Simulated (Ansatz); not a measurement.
# Al2Cu (P1) in Ansatz: convergence with xc grid

Aim: find how far xc grid must go before the results for Al2Cu settle, at LDA. This setting moves, with any that are tied to it; all else stays.

Everything below comes from runs of Ansatz 0.2.0. Logs are shortened: lines on timing, memory, paths and dates and some standing lists are left out, and cuts for length are marked.

## (1) The cell of the first run

The typed cell holds 3 atoms: a = 4.046 Å, b = 4.046 Å, c = 4.046 Å, α = 119.77°, β = 119.77°, γ = 90.41°.

The cell comes from a database or a generator and needn't be the stable form of this composition.

The cell isn't the ideal one: atoms moved at random, drawn with an rms of 0.05 Å.

## (2) With xc grid 1

input.yaml reads:

```yaml
crystal:
  lattice:
    - [-2.0303375, 2.0303375, 2.851094]
    - [2.0303375, -2.0303375, 2.851094]
    - [2.0303375, 2.0303375, -2.851094]
  atoms:
    - { symbol: Cu, position: [0.504187, 0.494732, 0.002262] }
    - { symbol: Al, position: [0.24558, 0.745124, 0.501133] }
    - { symbol: Al, position: [0.747976, 0.249726, 0.500934] }
hamiltonian:
  xc: lda
  pseudopotentials: { kind: paw }
kpoints:
  mp_grid: { grid: [6, 6, 7] }
scf:
  occupations: { method: fermi_dirac, width: 0.1 }
output:
  forces: true
  stress: true
  eigenvalues: true
basis:
  xc_grid: 1
```

Potentials or basis: Ansatz PAW.

Started as:

```sh
$ ansatz run input.yaml --threads 2 --pin off --max-ram 5632MiB --backend cpu --events-out ev --progress --plain --runs-dir out
```

Wall time 4 s (2 threads of Arm Neoverse V2, shared host); peak memory 0.38 GiB.

Results:

```
Free energy            : -7582.1122 eV
Pressure               : -3.2 GPa
Largest force          : 0.219 eV/Å
Band gap on the k mesh : none (metal or under the smearing width)
```

## (3) With xc grid 2

input.yaml, as its differences from that of step 2:

```diff
@@ -21,2 +21,2 @@
 basis:
-  xc_grid: 1
+  xc_grid: 2
```

Potentials or basis: Ansatz PAW.

Started as:

```sh
$ ansatz run input.yaml --threads 2 --pin off --max-ram 5632MiB --backend cpu --events-out ev --progress --plain --runs-dir out
```

Wall time 4.1 s (2 threads of Arm Neoverse V2, shared host); peak memory 0.38 GiB.

What came out:

```yaml
Free_energy: -7582.1122 eV
Pressure: -3.2 GPa
Largest_force: 0.219 eV/Å
Band_gap_on_the_k_mesh: none (metal or under the smearing width)
```

## (4) With xc grid 3

input.yaml, as its differences from that of step 3:

```diff
@@ -21,2 +21,2 @@
 basis:
-  xc_grid: 2
+  xc_grid: 3
```

Started as:

```sh
$ ansatz run input.yaml --threads 2 --pin off --max-ram 5632MiB --backend cpu --events-out ev --progress --plain --runs-dir out
```

It took 4.2 s on 2 threads of Arm Neoverse V2, shared host; peak memory 0.39 GiB.

It converged, with:

```yaml
Free_energy: -7582.1122 eV
Pressure: -3.2 GPa
Largest_force: 0.219 eV/Å
Band_gap_on_the_k_mesh: none (metal or under the smearing width)
```

## (5) With xc grid 4

input.yaml, as its differences from that of step 4:

```diff
@@ -21,2 +21,2 @@
 basis:
-  xc_grid: 3
+  xc_grid: 4
```

Started as:

```sh
$ ansatz run input.yaml --threads 2 --pin off --max-ram 5632MiB --backend cpu --events-out ev --progress --plain --runs-dir out
```

Wall time 4.2 s (2 threads of Arm Neoverse V2, shared host); peak memory 0.41 GiB.

It converged, with:

```yaml
Free_energy: -7582.1122 eV
Pressure: -3.2 GPa
Largest_force: 0.219 eV/Å
Band_gap_on_the_k_mesh: none (metal or under the smearing width)
```

## (6) With xc grid 5

input.yaml, as its differences from that of step 5:

```diff
@@ -21,2 +21,2 @@
 basis:
-  xc_grid: 4
+  xc_grid: 5
```

Potentials or basis: Ansatz PAW.

Started as:

```sh
$ ansatz run input.yaml --threads 2 --pin off --max-ram 5632MiB --backend cpu --events-out ev --progress --plain --runs-dir out
```

The log of the run:

```text
Warning: RAYON_NUM_THREADS=2 ignored (pool sized by the plan → 2); use --threads N
Engine: ansatz 0.2.0, aarch64-unknown-linux-gnu
Pseudopotentials: kind: paw
Pseudopotential: Cu, paw, valence charge 19, recommended cutoff 420 eV (normal), Cu.paw.azcp
Pseudopotential: Al, paw, valence charge 3, recommended cutoff 420 eV (normal), Al.paw.azcp
Functional definition: SPW92
  exchange = slater_x
  correlation = pw_c
Crystal: 3 atoms, lattice volume = 47.012 Å³
Basis set: ecut = 420 eV, 925 PW (Γ), exchange–correlation on 150×150×150 points (125 copies of the dense FFT grid, shifted against one another)
Bands: 17, of which v1, the nominal top of the filled ones, is band 13 counted from 1 (12 counted from 0)
Symmetry: 1 space group operations
Space group: P1 (ITA 1), of the structure as read, at distance tolerance 3.6e-5 Å
k-points: 128 of 252 (time reversal used)
Non-local potential: Cu, projectors of the file, l = 0: 3, l = 1: 2, l = 2: 3, l = 3: 1
Non-local potential: Al, projectors of the file, l = 0: 2, l = 1: 2, l = 2: 1
PAW form: soft (Blöchl's): semilocal exchange-correlation on the pseudo side does not see the compensation charge
PAW frozen core: Cu, regenerated for the run's functional, and the local potential with it (the file was generated under x = pbe(κ = 0.804, μ = 0.2195149727645171), c = pbe(β = 0.06672455060314922))
PAW frozen core: Al, regenerated for the run's functional, and the local potential with it (the file was generated under x = pbe(κ = 0.804, μ = 0.2195149727645171), c = pbe(β = 0.06672455060314922))
PAW one-centre angular grid: Cu, 590 points (default); XC on 64 Gauss nodes
PAW one-centre angular grid: Al, 110 points (default); XC on 64 Gauss nodes
Initial density: superposition of atomic densities (neutral atoms: chi_scale 0, normalization atom), corrected by the library's trained network
Initial wavefunctions: pseudopotential atomic-orbital guess
Functional: x = slater, c = lda
SCF iter   1: F=—  HF=-7582.116310 eV  |F-HF|=—  |Δ(HF+E_count)|=         —  Δρ=8.02e-3  dr2=1.26e-2  ethr=1.77e-3  ⟨swp⟩=5.2  Hψ=11066  notcnv=0
preconditioner: auto → Kerker (q_TF=auto, 2.456 Å⁻¹)  [metal: Δε(μ)=0.096 eV  Ē_g=8.463 eV  σ=0.100 eV  W_gap=0.23  n_scr=14 (ndim 8)  ℏωp=22.3 eV  f_vac=0.001  D(μ)=0.81/eV (n_scr^D=0)]
SCF iter   2: F=—  HF=-7582.112882 eV  |F-HF|=—  |Δ(HF+E_count)|=   3.43e-3  Δρ=2.49e-3  dr2=3.34e-3  ethr=5.04e-5  ⟨swp⟩=2.1  Hψ=4432  notcnv=0
SCF iter   3: F=—  HF=-7582.112453 eV  |F-HF|=—  |Δ(HF+E_count)|=   4.29e-4  Δρ=1.62e-3  dr2=1.07e-3  ethr=1.34e-5  ⟨swp⟩=1.0  Hψ=2175  notcnv=0
SCF iter   4: F=—  HF=-7582.112202 eV  |F-HF|=—  |Δ(HF+E_count)|=   2.51e-4  Δρ=1.98e-4  dr2=2.44e-5  ethr=4.29e-6  ⟨swp⟩=1.7  Hψ=2940  notcnv=0
SCF iter   5: F=—  HF=-7582.112194 eV  |F-HF|=—  |Δ(HF+E_count)|=   8.05e-6  Δρ=5.41e-5  dr2=1.57e-6  ethr=9.75e-8  ⟨swp⟩=2.4  Hψ=3271  notcnv=0
SCF iter   6: F=—  HF=-7582.112194 eV  |F-HF|=—  |Δ(HF+E_count)|=   4.42e-7  Δρ=8.53e-6  dr2=5.07e-8  ethr=4.00e-10  ⟨swp⟩=2.9  Hψ=8043  notcnv=0
SCF iter   7: F=-7582.112194 eV  HF=-7582.112194 eV  |F-HF|=8.22e-9  |Δ(HF+E_count)|=  1.87e-10  Δρ=7.53e-6  dr2=3.26e-8  ethr=2.03e-10  ⟨swp⟩=3.7  Hψ=6032  notcnv=0
SCF 1 converged in 7 iterations: F = -7582.112194 eV  dr2 = 3.26e-8
SCF converged after 7 iterations
Free energy (F): -7582.112194 eV
Harris-Foulkes:  -7582.112194 eV  (|F-HF|=8.22e-9)
Internal energy: -7582.085394 eV  (E = F + TS)
E sigma→0 (E₀):  -7582.098794 eV
Entropy (-TS):   -0.026799 eV (-8.933 meV/atom)
Fermi energy:    9.226090 eV
--- Per-component energies (eV) ---
  E_band       = -493.725882
  E_kinetic    = 347.325737
  E_local      = -5889.529861  (includes V_loc(G=0)·N_el)
  E_nonlocal   = 407.607415
  E_hartree    = 2632.447835
  E_xc         = -169.400142
  E_vxc        = -176.315381  (∫ρ·V_xc dr)
  E_paw        = -2473.017422  (= ΣΔE_a)
  E_vpaw       = -447.696937  (= ΣTr[D̂ρ^β])
  E_aug_tail   = 0.000193  (compensation charges beyond the density's cutoff)
  E_ewald      = -2438.080242
  E_core_change = 0.561093  (= ΣΔE_core)
  E_smearing   = -0.026799  (= −TS)
  E_closure    = -0.000000  (closes the sum)
  Σ components = -7582.112194   (vs F -7582.112194, Δ=0.00e0)
--- Forces (eV/Å), atoms counted from 1 ---
  atom   1  Cu     0.12303921    -0.16741236    -0.06927723
  atom   2  Al    -0.03909229     0.05945804     0.11705624
  atom   3  Al    -0.08394409     0.10795026    -0.04778080
  max |Σ_I F_I| component: 4.05e-6 eV/Å
--- Stress (GPa, compression-positive) ---
       -3.523715       0.068570      -0.217388
        0.068570      -2.920355      -0.198329
       -0.217388      -0.198329      -3.106945
  P = ⅓ Tr σ = -3.1837 GPa (-31.837 kbar)
--- Band table (eV; the first three rows and the last of 128) ---
  k-point 0: bands = ["-103.8921", "-61.6890", "-61.6846", "-61.6800", "-1.0976", "4.5401", "4.5433", "4.5547", "5.1215", "5.1309", "12.0029", "12.0679", "12.0893", "12.1558", "12.1967", "12.2348", "13.3747"]
  k-point 1: bands = ["-103.8921", "-61.6890", "-61.6846", "-61.6800", "-0.7323", "4.4402", "4.6004", "4.6068", "5.0585", "5.1582", "9.9139", "9.9730", "10.7231", "11.0258", "13.1834", "14.7327", "14.8248"]
  k-point 2: bands = ["-103.8921", "-61.6890", "-61.6846", "-61.6800", "0.3489", "4.1973", "4.7743", "4.7841", "4.8561", "5.2260", "7.8927", "8.3037", "8.3510", "10.0648", "11.4772", "17.0356", "17.2497"]
  k-point 127: bands = ["-103.8921", "-61.6890", "-61.6847", "-61.6800", "3.1215", "3.3753", "3.9137", "5.0517", "5.0905", "5.2197", "5.3503", "6.8396", "7.0503", "10.0162", "11.1442", "17.2915", "19.2035"]
```

Run time: 4.4 s. Hardware: 2 threads of Arm Neoverse V2, shared host; peak memory 0.44 GiB.

Results:

```
Free energy            : -7582.1122 eV
Pressure               : -3.2 GPa
Largest force          : 0.219 eV/Å
Band gap on the k mesh : none (metal or under the smearing width)
```

## (7) The series at a glance

```csv
xc grid,"energy less the tightest run, at zero smearing (meV/atom)",SCF cycles,CPU time (s),peak memory (GiB)
1,0.00,7,7.9,0.38
2,0.00,7,8,0.38
3,0.00,7,8.2,0.39
4,0.00,7,8.2,0.41
5,0.00,7,8.6,0.44
```

Against the tightest run, the energy stays within 1 meV/atom from 1 on. The tightest run that finished is the yardstick and may itself not be fully converged.

Caveats: the PAW data sets come from PBE, with cores solved anew for the run's functional, which leaves a small shift of forces and pressure.
